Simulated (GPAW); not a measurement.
The system is MoS2.

```
CELL_PARAMETERS angstrom
3.16900 0.00000 0.00000
-1.58450 2.74443 0.00000
0.00000 0.00000 12.32400
ATOMIC_POSITIONS crystal
Mo 0.66667 0.33333 0.75000
Mo 0.33333 0.66667 0.25000
S 0.66667 0.33333 0.37700
S 0.33333 0.66667 0.87700
S 0.66667 0.33333 0.12300
S 0.33333 0.66667 0.62300
```

Base run:

```yaml
Program: GPAW 26.7.0
Functional: PBE
Potentials_or_basis: GPAW PAW data sets (gpaw-data 1.2.1)
Cutoff: 600 eV
Basis: pw
k_mesh: 10 × 10 × 3
Occupations: fermi-dirac, width 0.05 eV
Spin: no spin polarisation
```

Its results: band gap on the k mesh 0.92 eV, indirect (least direct gap 1.85 eV); pressure 1.9 GPa; largest force 0.057 eV/Å.

Question: The run is repeated on the same cell with these changes: k mesh from 10 × 10 × 3 to 6 × 6 × 2; hubbard terms from none to Mo d U = 3.5 eV. What comes out?

Answer: Band gap on the k mesh 0.96 eV, indirect (least direct gap 1.43 eV); pressure 2.5 GPa; largest force 0.006 eV/Å.

Several settings changed at once, so the effect can't be laid on one alone.

Caveats: this functional lacks dispersion, which binds the layers, so the pressure and a relaxed spacing across them are unreliable; an odd mesh through Γ misses points on the zone boundary, where band edges often lie (some runs).

Not every run made on this cell is shown here.
